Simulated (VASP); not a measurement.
Input of a VASP 6.6.1 run:

The input INCAR:

```
PREC = Accurate
ENCUT = 520
EDIFF = 1E-6
ISMEAR = 0
SIGMA = 0.05
LREAL = F
LASPH = T
NELM = 80
ALGO = Normal
ISIF = 2
LWAVE = F
LCHARG = F
GGA = PS
NBANDS = 11
```

Contents of KPOINTS:

```
Automatic mesh
0
Gamma
  18 18 18
```

The input POSCAR:

```
Hf
1.0
   -1.8050000000      1.8050000000      1.8050000000
    1.8050000000     -1.8050000000      1.8050000000
    1.8050000000      1.8050000000     -1.8050000000
Hf
1
Direct
    0.0000000000      0.0000000000      0.0000000000
```

Potentials or basis: VASP PAW PBE potentials, release 64 (Hf_pv).

The run is started by

```console
$ cat potpaw_PBE.64/Hf_pv/POTCAR > POTCAR
$ mpirun -np 1 vasp_std > vasp.out
```

Problem. What does it give for the pressure?

Solution. -9.4 GPa.

Problem. Predict the band gap on the k mesh.

Solution. None (metal or under the smearing width).

Caveat: the PAW data sets were made with another functional, which shifts forces and pressure a little. The run has no spin-orbit coupling, so splittings on Hf are missing.
